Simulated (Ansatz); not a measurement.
# HfB: straining the crystal, equal strain of all cell vectors

The task here is to estimate one member of a computed series from the others.

Computed with Ansatz 0.2.0 (DFT PBE, scalar-relativistic, plane waves, PAW, unless a step's input says otherwise).

3 further runs of the same task are left out: 3 set aside as unsound or not needed.

### The system as given

Symmetry: Fm-3m, No. 225, cubic system. Conventional cell: a = 4.834 Å, b = 4.834 Å, c = 4.834 Å, α = 90.00°, β = 90.00°, γ = 90.00°. Around Hf (site symmetry m-3m) lie 6 B at 2.42 Å. B (site symmetry m-3m) has 6 Hf at 2.42 Å as nearest neighbours.

Structure file:

```cif
data_structure
_symmetry_space_group_name_H-M 'Fm-3m'
_symmetry_Int_Tables_number 225
_cell_length_a 4.8338
_cell_length_b 4.8338
_cell_length_c 4.8338
_cell_angle_alpha 90.000
_cell_angle_beta 90.000
_cell_angle_gamma 90.000
_cell_volume 112.94
loop_
_atom_site_label
_atom_site_type_symbol
_atom_site_symmetry_multiplicity
_atom_site_Wyckoff_symbol
_atom_site_fract_x
_atom_site_fract_y
_atom_site_fract_z
_atom_site_occupancy
Hf1 Hf 4 b 0.00000 0.50000 0.00000 1
B1 B 4 a 0.00000 0.00000 0.00000 1
```

The unstrained cell was computed beforehand with the same settings: E(σ→0) = -31756.2224 eV for 4 atoms, gap none (metal).

Set-up of the first run:

input.yaml reads:

```yaml
crystal:
  lattice:
    - [2.3806448311, 2.3806448311, 0.0]
    - [-2.3806448311, 2.3806448311, 0.0]
    - [0.0, 0.0, 4.7612896623]
  atoms:
    - { symbol: Hf, position: [0.5, 0.5, 0.0] }
    - { symbol: Hf, position: [0.0, 0.0, 0.5] }
    - { symbol: B, position: [0.0, 0.0, 0.0] }
    - { symbol: B, position: [0.5, 0.5, 0.5] }
basis:
  ecutwfc: 420
kpoints:
  mp_grid: { grid: [12, 12, 10] }
hamiltonian:
  xc: pbe
scf:
  occupations: { method: gaussian, width: 0.1 }
output:
  forces: true
  stress: true
  eigenvalues: true
```

Steps of the session up to this table: Strain -1.5 %; At +1.5 %; Strain -3.0 %; At +3.0 %; The cell strained by -4.5 %; Strain +4.5 %.

One table of the session follows, with a row left open; its other results are not shown here.

It belongs to the step «Energy and stress against strain (a metal throughout)». Lengths are those of the vectors of the cell that was run; stresses in GPa:

| strain (%) | ΔE (meV/atom) | a (Å) | b (Å) | c (Å) |
| --- | --- | --- | --- | --- |
| -4.5 | 155.2 | 3.264 | 3.264 | 4.616 |
| -3.0 | ? | ? | ? | ? |
| -1.5 | 15.8 | 3.367 | 3.367 | 4.761 |
| +0.0 | 0.0 | 3.418 | 3.418 | 4.834 |
| +1.5 | 14.5 | 3.469 | 3.469 | 4.906 |
| +3.0 | 55.7 | 3.521 | 3.521 | 4.979 |
| +4.5 | 120.2 | 3.572 | 3.572 | 5.051 |

**Question.** Estimate the row for strain (%) = -3.0.

Worked estimate for «ΔE (meV/atom)». A straight line through the neighbours (-4.5, 155.2) and (-1.5, 15.8) gives 155.2 + (15.8 − 155.2) × (-3.0 + 4.5) / (-1.5 + 4.5) = 85.5; a parabola fitted to 3 rows on both sides gives 67.5.

As computed: ΔE (meV/atom): 66.0; a (Å): 3.315; b (Å): 3.315; c (Å): 4.689. In «ΔE (meV/atom)» the line misses by +19.5 and the parabola by +1.5.

ΔE is over the unstrained cell. Stress in GPa, positive in compression, on the Cartesian axes of the input. 
